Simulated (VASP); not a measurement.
# C in VASP: notebook

The runs below take C through relaxation of cell and atoms, with rev-vdW-DF2, LDA.

Program: VASP 6.6.1. These are calculated values, not measurements. Logs are shortened: lines on timing, memory, paths and dates and some standing lists are left out, and cuts for length are marked.

### 1 Starting point

The cell holds a slab with vacuum, 4 atoms: a = 2.470 Å, b = 2.470 Å, c = 21.429 Å, α = 90.00°, β = 90.00°, γ = 120.00°.

The slab is cut from a database's or a generator's crystal, which needn't be the stable form of the element.

### 2 Relaxation of cell and atoms, rev-vdW-DF2

INCAR reads:

```
SYSTEM = C
PREC = Accurate
ENCUT = 600
EDIFF = 1E-6
ISMEAR = 0
SIGMA = 0.03
LREAL = .False.
LASPH = .True.
NELM = 80
ALGO = Normal
ISIF = 3
LWAVE = .False.
LCHARG = .False.
GGA = MK
LUSE_VDW = .True.
AGGAC = 0.0
PARAM1 = 0.1234
PARAM2 = 0.711357
ZAB_VDW = -1.8867
IBRION = 2
NSW = 90
EDIFFG = -0.01
LATTICE_CONSTRAINTS = .TRUE. .TRUE. .FALSE.
```

KPOINTS reads:

```
regular mesh
0
Gamma
  15 15 1
  0 0 0
```

POSCAR reads:

```
C
1.0
    2.4700000000      0.0000000000      0.0000000000
   -1.2350000000      2.1390827500      0.0000000000
    0.0000000000      0.0000000000     21.4289500000
C
4
Direct
    0.0000000000      0.0000000000      0.4199925800
    0.6666666700      0.3333333300      0.4215768900
    0.0000000000      0.0000000000      0.5784231100
    0.3333333300      0.6666666700      0.5800074200
```

Potentials or basis: VASP PAW PBE potentials, release 64 (C).

Launch:

```sh
> cat potpaw_PBE.64/C/POTCAR > POTCAR
> mpirun -np 1 vasp_std > vasp.out
```

OUTCAR:

```text
SYSTEM = C
   PREC = Accurate
   ENCUT = 600
   EDIFF = 1E-6
   ISMEAR = 0
   LREAL = .False.
   LASPH = .True.
   NELM = 80
   ISIF = 3
   GGA = MK
   IBRION = 2
   NSW = 90
   EDIFFG = -0.01

 ion  position               nearest neighbor table
   1  0.000  0.000  0.420-   2 1.43   2 1.43   2 1.43
   2  0.667  0.333  0.422-   1 1.43   1 1.43   1 1.43
   3  0.000  0.000  0.578-   4 1.43   4 1.43   4 1.43
   4  0.333  0.667  0.580-   3 1.43   3 1.43   3 1.43

  LATTYP: Found a hexagonal cell.
 ALAT       =     2.4700000000
 C/A-ratio  =     8.6756882591

  Lattice vectors:

 A1 = (   2.4700000000,   0.0000000000,   0.0000000000)
 A2 = (  -1.2350000000,   2.1390827500,   0.0000000000)
 A3 = (   0.0000000000,   0.0000000000,  21.4289500000)

Analysis of symmetry for initial positions (statically):
=====================================================================
 Subroutine PRICEL returns:
 Original cell was already a primitive cell.

 Routine SETGRP: Setting up the symmetry group for a
 hexagonal supercell.

 Subroutine GETGRP returns: Found  6 space group operations
 (whereof  6 operations were pure point group operations)
 out of a pool of 24 trial point group operations.

The static configuration has the point symmetry C_3v.

Analysis of symmetry for dynamics (positions and initial velocities):
=====================================================================
 Subroutine PRICEL returns:
 Original cell was already a primitive cell.

 Routine SETGRP: Setting up the symmetry group for a
 hexagonal supercell.

 Subroutine GETGRP returns: Found  6 space group operations
 (whereof  6 operations were pure point group operations)
 out of a pool of 24 trial point group operations.

The dynamic configuration has the point symmetry C_3v.

 Subroutine INISYM returns: Found  6 space group operations
 (whereof  6 operations are pure point group operations),
 and found     1 'primitive' translations

----------------------------------------------------------------------------------------

                                     Primitive cell

  volume of cell :     113.2206

  direct lattice vectors                    reciprocal lattice vectors
     2.470000000  0.000000000  0.000000000     0.404858300  0.233745048  0.000000000
[... 119 lines left out ...]
   BPARAM     = 6.3000
   IVDW    =     0    specifies the selected vdW correction
   LEPSILON=     F    determine dielectric tensor
   LRPA    =     F    only Hartree local field effects (RPA)
 conjugate gradient relaxation of ions
 non-spin polarized calculation
 Gauss-broadening in eV      SIGMA  =   0.03
  energy-cutoff  :      600.00
  volume of cell :      113.22
 maximum number of plane-waves:      3843
 NGX is ok and might be reduce to    20
   NGX =  9   NGY =  9   NGZ = 85

--------------------------------------- Ionic step        1  -------------------------------------------

 number of electron      16.0000000 magnetization

 Free energy of the ion-electron system (eV)
  ---------------------------------------------------
  ext. energy  EPLUGINS =         0.00000000
  ---------------------------------------------------
  free energy    TOTEN  =       -33.01603902 eV

  energy without entropy =      -33.01573906  energy(sigma->0) =      -33.01588904

------------------------ aborting loop because EDIFF is reached ----------------------------------------

  FORCE on cell =-STRESS in cart. coord.  units (eV):
  Direction    XX          YY          ZZ          XY          YZ          ZX
  --------------------------------------------------------------------------------------
  -------------------------------------------------------------------------------------
  Total       -0.6074755     -0.6074755     -0.1785657      0.0000000      0.0000000      0.0000000
  in kB       -8.5963470     -8.5963470     -2.5268721      0.0000000      0.0000000      0.0000000
  external PRESSURE =      -6.5731887 kB  Pullay stress =       0.0000000 kB
[... 103 lines left out ...]
  energy  without entropy=      -33.0349632017  energy(sigma->0) =      -33.03511365

Total vdW correction in eV:      2.3368273

[... ionic steps 4 to 17 ...]

--------------------------------------- Ionic step       18  -------------------------------------------

 number of electron      16.0000000 magnetization

------------------------ aborting loop because EDIFF is reached ----------------------------------------
[... 75 lines left out ...]
--------------------------------------- Ionic step       20  -------------------------------------------

 number of electron      15.9999999 magnetization

 Free energy of the ion-electron system (eV)
  ---------------------------------------------------
  ext. energy  EPLUGINS =         0.00000000
  ---------------------------------------------------
  free energy    TOTEN  =       -33.03710088 eV

  energy without entropy =      -33.03680008  energy(sigma->0) =      -33.03695048

 E-fermi :  -1.6070     XC(G=0):  -3.8246

 val. band max:       -1.6075710361   @ k =   0.3333   0.3333   0.0000
 cond. band min:      -1.6064466637   @ k =   0.3333   0.3333   0.0000
 fundamental gap:      0.0011243723
 Fermi energy:        -1.6070088500

 k-point     1 :       0.0000    0.0000    0.0000
  band No.  band energies     occupation
      1     -21.1314      2.00000
      2     -20.9685      2.00000
      3      -9.7397      2.00000
      4      -8.7053      2.00000
      5      -4.6877      2.00000
      6      -4.6877      2.00000
      7      -4.6777      2.00000
      8      -4.6777      2.00000
      9       1.4697      0.00000
     10       1.8699      0.00000
     11       3.0363      0.00000
     12       3.8753      0.00000
[... 331 lines left out ...]
 k-point    24 :       0.4000    0.2000    0.0000
  band No.  band energies     occupation
      1     -15.2433      2.00000
      2     -15.1859      2.00000
      3     -14.2614      2.00000
      4     -14.2247      2.00000
      5     -10.4637      2.00000
      6     -10.4084      2.00000
      7      -3.3120      2.00000
      8      -2.9412      2.00000
      9      -0.3250      0.00000
     10      -0.2336      0.00000
     11       8.9768      0.00000
     12       9.3107      0.00000

 [... further k-points ...]

------------------------ aborting loop because EDIFF is reached ----------------------------------------

  FORCE on cell =-STRESS in cart. coord.  units (eV):
  Direction    XX          YY          ZZ          XY          YZ          ZX
  --------------------------------------------------------------------------------------
  -------------------------------------------------------------------------------------
  Total        0.0216100      0.0216100     -0.0766051      0.0000000     -0.0000000      0.0000000
  in kB        0.3072427      0.3072427     -1.0891435      0.0000000     -0.0000000      0.0000000
  external PRESSURE =      -0.1582194 kB  Pullay stress =       0.0000000 kB
[... 23 lines left out ...]
  energy  without entropy=      -33.0368000800  energy(sigma->0) =      -33.03695048

Total vdW correction in eV:      2.3276334

 reached required accuracy - stopping structural energy minimisation
```

Wall time 20 min (1 thread of Intel Xeon 6975P-C (Granite Rapids), shared host); peak memory 0.62 GiB.

What came out:

| Item | Value |
| --- | --- |
| Free energy | -33.0371 eV |
| Relaxed volume | 28.17 Å³/atom |
| Relaxed cell | a = 2.464 Å, b = 2.464 Å, c = 21.429 Å, α = 90.00°, β = 90.00°, γ = 120.00° |
| Space group after relaxing (to 0.05 Å) | P-3m1 (No. 164) |
| Energy gained by relaxing | 5.3 meV/atom |
| Ionic steps | 20 |
| Largest force after relaxing | 0.006 eV/Å |
| Band gap on the k mesh | 0.00 eV, direct |

Forces on the atoms (eV/Å):
```
C    0.000  0.000  0.006
C    0.000  0.000 -0.005
C    0.000  0.000  0.004
C    0.000  0.000 -0.005
```

Step by step:
| step | energy change (eV) | largest force (eV/Å) | pressure (GPa) | volume (Å³) |
| --- | --- | --- | --- | --- |
| 1 | 0.0000 | 0.5804 | -0.66 | 113.22 |
| 2 | -0.0067 | 0.3472 | 1.26 | 111.57 |
| 3 | -0.0192 | 0.0793 | 0.40 | 112.31 |
| 4 | -0.0173 | 0.1204 | -0.82 | 113.38 |
| 5 | -0.0204 | 0.0112 | -0.07 | 112.72 |
| 6 | -0.0204 | 0.0114 | -0.07 | 112.71 |
| 7 | -0.0205 | 0.0153 | -0.06 | 112.70 |
| 8 | -0.0205 | 0.0232 | -0.04 | 112.69 |
| 9 | -0.0207 | 0.0394 | 0.00 | 112.66 |
| 10 | -0.0206 | 0.0728 | 0.08 | 112.60 |
| 11 | -0.0207 | 0.0534 | 0.03 | 112.63 |
| 12 | -0.0207 | 0.0527 | 0.03 | 112.64 |
| 13 | -0.0207 | 0.0515 | 0.03 | 112.64 |
| 14 | -0.0207 | 0.0496 | 0.02 | 112.65 |
| 15 | -0.0208 | 0.0473 | 0.00 | 112.66 |
| 16 | -0.0209 | 0.0422 | -0.03 | 112.69 |
| 17 | -0.0210 | 0.0315 | -0.09 | 112.75 |
| 18 | -0.0210 | 0.0266 | -0.12 | 112.78 |
| 19 | -0.0210 | 0.0173 | -0.09 | 112.75 |
| 20 | -0.0211 | 0.0056 | -0.02 | 112.69 |

Final structure:
```
C
1.0
     2.46420    0.00000    0.00000
    -1.23210    2.13406    0.00000
     0.00000    0.00000   21.42895
C
4
Cartesian
  0.0000 0.0000 9.0469
  1.2321 0.7114 9.0465
  0.0000 0.0000 12.3818
  0.0000 1.4227 12.3828
```

Levels at points of the mesh, in eV from the valence-band top:
| k point | band 4 | band 5 | band 6 | band 7 | band 8 | band 9 | band 10 | band 11 | band 12 |
| --- | --- | --- | --- | --- | --- | --- | --- | --- | --- |
| (0.00, 0.00, 0.00) | -7.10 | -3.08 | -3.08 | -3.07 | -3.07 | 3.08 | 3.48 | 4.64 | 5.48 |

Caveat: the PAW data sets were made with another functional, which shifts forces and pressure a little.

### 3 Relaxation of cell and atoms, rev-vdW-DF2

This run uses another cell than the first one, of 28.17 Å³/atom, 0.995 times its volume.

INCAR: that of step 2 with these lines changed.

```diff
@@ -3,3 +3,3 @@
 ENCUT = 600
-EDIFF = 1E-6
+EDIFF = 1E-7
 ISMEAR = 0
@@ -21,3 +21,3 @@
 NSW = 90
-EDIFFG = -0.01
+EDIFFG = -0.005
 LATTICE_CONSTRAINTS = .TRUE. .TRUE. .FALSE.
```

KPOINTS is that of step 2.

POSCAR reads:

```
C                                       
1.0
    2.4641990080      0.0000000000      0.0000000000
   -1.2320995040      2.1340589435      0.0000000000
    0.0000000000      0.0000000000     21.4289500000
  C             
     4
Direct
     0.0000000000000000    0.0000000000000000    0.4221795861077431
     0.6666666699999979    0.3333333300000021    0.4221610572788754
     0.0000000000000000    0.0000000000000000    0.5778061730266263
     0.3333333300000021    0.6666666699999979    0.5778531835867552
```

Potentials or basis: VASP PAW PBE potentials, release 64 (C).

Launch:

```sh
> cat potpaw_PBE.64/C/POTCAR > POTCAR
> mpirun -np 1 vasp_std > vasp.out
```

Wall time 4.1 min (1 thread of Intel Xeon 6975P-C (Granite Rapids), shared host); peak memory 0.62 GiB.

It converged, with:

```yaml
Free_energy: -33.0365 eV
Relaxed_volume: 28.18 Å³/atom
Relaxed_cell: a = 2.464 Å, b = 2.464 Å, c = 21.429 Å, α = 90.00°, β = 90.00°, γ = 120.00°
Space_group_after_relaxing_to_0.05_Å: P-3m1 (No. 164)
Energy_gained_by_relaxing: 0.0 meV/atom
Ionic_steps: 3
Largest_force_after_relaxing: 0.004 eV/Å
Band_gap_on_the_k_mesh: none (metal or under the smearing width)
```

Forces on the atoms (eV/Å):
```
C    0.000  0.000  0.004
C    0.000  0.000 -0.002
C    0.000  0.000  0.002
C    0.000  0.000 -0.003
```

Final structure:
```
C
1.0
     2.46443    0.00000    0.00000
    -1.23222    2.13426    0.00000
     0.00000    0.00000   21.42895
C
4
Direct
  0.00000 0.00000 0.42218
  0.66667 0.33333 0.42216
  0.00000 0.00000 0.57781
  0.33333 0.66667 0.57785
```

Levels at points of the mesh, in eV from the Fermi level:
| k point | band 5 | band 6 | band 7 | band 8 | band 9 | band 10 | band 11 | band 12 |
| --- | --- | --- | --- | --- | --- | --- | --- | --- |
| (0.00, 0.00, 0.00) | -3.08 | -3.08 | -3.07 | -3.07 | 3.07 | 3.47 | 4.41 | 5.43 |

Caveat: the PAW data sets were made with another functional, which shifts forces and pressure a little.

### 4 Relaxation of cell and atoms, LDA

INCAR reads:

```
SYSTEM = C
  ALGO = Normal
  EDIFF = 1E-6
  EDIFFG = -0.01
  ENCUT = 600
  GGA = CA
  IBRION = 2
  ISIF = 3
  ISMEAR = 0
  LASPH = .TRUE.
  LATTICE_CONSTRAINTS = .TRUE. .TRUE. .FALSE.
  LCHARG = .FALSE.
  LREAL = .FALSE.
  LWAVE = .FALSE.
  NELM = 80
  NSW = 90
  PREC = Accurate
  SIGMA = 0.03
```

KPOINTS reads:

```
k-points
0
G
  15 15 1
  0 0 0
```

POSCAR reads:

```
C
1.0
    2.4700000000      0.0000000000      0.0000000000
   -1.2350000000      2.1390827500      0.0000000000
    0.0000000000      0.0000000000     21.4289500000
C
4
Direct
    0.0000000000      0.0000000000      0.4199925800
    0.6666666700      0.3333333300      0.4215768900
    0.0000000000      0.0000000000      0.5784231100
    0.3333333300      0.6666666700      0.5800074200
```

Potentials or basis: VASP PAW LDA potentials, release 64 (C).

Launch:

```sh
> cat potpaw_LDA.64/C/POTCAR > POTCAR
> mpirun -np 1 vasp_std > vasp.out
```

Run time: 3.8 min. Hardware: 1 thread of Intel Xeon Platinum 8488C (Sapphire Rapids), shared host; peak memory 0.21 GiB.

Results (log left out):

```yaml
Free_energy: -40.4142 eV
Relaxed_volume: 27.76 Å³/atom
Relaxed_cell: a = 2.446 Å, b = 2.446 Å, c = 21.429 Å, α = 90.00°, β = 90.00°, γ = 120.00°
Space_group_after_relaxing_to_0.05_Å: P-3m1 (No. 164)
Energy_gained_by_relaxing: 11.8 meV/atom
Ionic_steps: 22
Largest_force_after_relaxing: 0.004 eV/Å
Band_gap_on_the_k_mesh: none (metal or under the smearing width)
```

Forces on the atoms (eV/Å):
```
C    0.000  0.000  0.004
C    0.000  0.000 -0.003
C    0.000  0.000  0.002
C    0.000  0.000 -0.002
```

Step by step:
```tsv
step	energy change (eV)	largest force (eV/Å)	pressure (GPa)	volume (Å³)
1	0.0000	0.6198	-2.60	113.22
2	0.1146	0.4303	6.67	106.08
3	-0.0424	0.2635	0.27	110.75
4	-0.0424	0.2564	0.33	110.70
5	-0.0443	0.1856	-0.40	111.30
6	-0.0464	0.0124	-0.09	111.05
7	-0.0464	0.0148	-0.10	111.05
8	-0.0464	0.0121	-0.05	111.01
9	-0.0464	0.0142	-0.03	111.00
10	-0.0464	0.0151	-0.03	111.00
11	-0.0464	0.0180	-0.04	111.01
12	-0.0465	0.0232	-0.05	111.02
13	-0.0466	0.0360	-0.07	111.04
14	-0.0466	0.0607	-0.11	111.07
15	-0.0466	0.0610	-0.11	111.07
16	-0.0467	0.0593	-0.11	111.07
17	-0.0467	0.0568	-0.11	111.07
18	-0.0468	0.0512	-0.10	111.07
19	-0.0471	0.0397	-0.09	111.06
20	-0.0473	0.0192	-0.07	111.05
21	-0.0472	0.0287	-0.02	111.02
22	-0.0474	0.0040	-0.05	111.04
```

Final structure:
```xyz
4
Lattice="2.4461 0.0000 0.0000 -1.2230 2.1184 0.0000 0.0000 0.0000 21.4290" Properties=species:S:1:pos:R:3 pbc="T T T"
C     0.0000    0.0000    9.0610
C     1.2230    0.7061    9.0605
C     0.0000    0.0000   12.3678
C     0.0000    1.4122   12.3686
```

Levels at points of the mesh, in eV from the Fermi level:
| k point | band 4 | band 5 | band 6 | band 7 | band 8 | band 9 | band 10 | band 11 | band 12 |
| --- | --- | --- | --- | --- | --- | --- | --- | --- | --- |
| (0.00, 0.00, 0.00) | -7.23 | -3.01 | -3.01 | -3.00 | -3.00 | 3.46 | 3.98 | 4.63 | 5.61 |
